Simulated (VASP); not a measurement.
Crystal: Sb.

```
Sb
1.0
     2.15420    1.24373    3.75800
    -2.15420    1.24373    3.75800
     0.00000   -2.48746    3.75800
Sb
2
Direct
  0.23349 0.23349 0.23349
  0.76651 0.76651 0.76651
```

```yaml
Program: VASP 6.6.1
Task: relaxation of cell and atoms
Functional: PBE
Potentials_or_basis: VASP PAW PBE potentials, release 64 (Sb)
Cutoff: 300 eV
k_mesh: 6 × 6 × 5
Occupations: methfessel-paxton, width 0.1 eV
Spin: no spin polarisation
```

At the start: pressure 2.8 GPa; volume 30.21 Å³/atom.

Task: How do energy, volume and symmetry change on relaxing?

Result: Over 8 steps the energy falls by 12.8 meV/atom and the volume is 31.86 Å³/atom (+5.5 %); space group R-3m (No. 166, to 0.05 Å).

The path:
| step | energy change (eV) | largest force (eV/Å) | pressure (GPa) | volume (Å³) |
| --- | --- | --- | --- | --- |
| 1 | 0.0000 | 0.1934 | 2.79 | 60.41 |
| 2 | -0.0136 | 0.2480 | -1.52 | 65.13 |
| 3 | -0.0242 | 0.0840 | 0.05 | 63.17 |
| 4 | -0.0247 | 0.0587 | 0.04 | 63.29 |
| 5 | -0.0252 | 0.0150 | 0.02 | 63.50 |
| 6 | -0.0253 | 0.0006 | 0.01 | 63.58 |
| 7 | -0.0254 | 0.0003 | 0.01 | 63.64 |
| 8 | -0.0255 | 0.0003 | 0.00 | 63.73 |

Final structure:
```yaml
crystal:
  lattice:
    - [2.19012, 1.26446, 3.83527]
    - [-2.19012, 1.26446, 3.83527]
    - [0.00000, -2.52893, 3.83527]
  atoms:
    - { symbol: Sb, position: [0.23272, 0.23272, 0.23272] }
    - { symbol: Sb, position: [0.76728, 0.76728, 0.76728] }
```
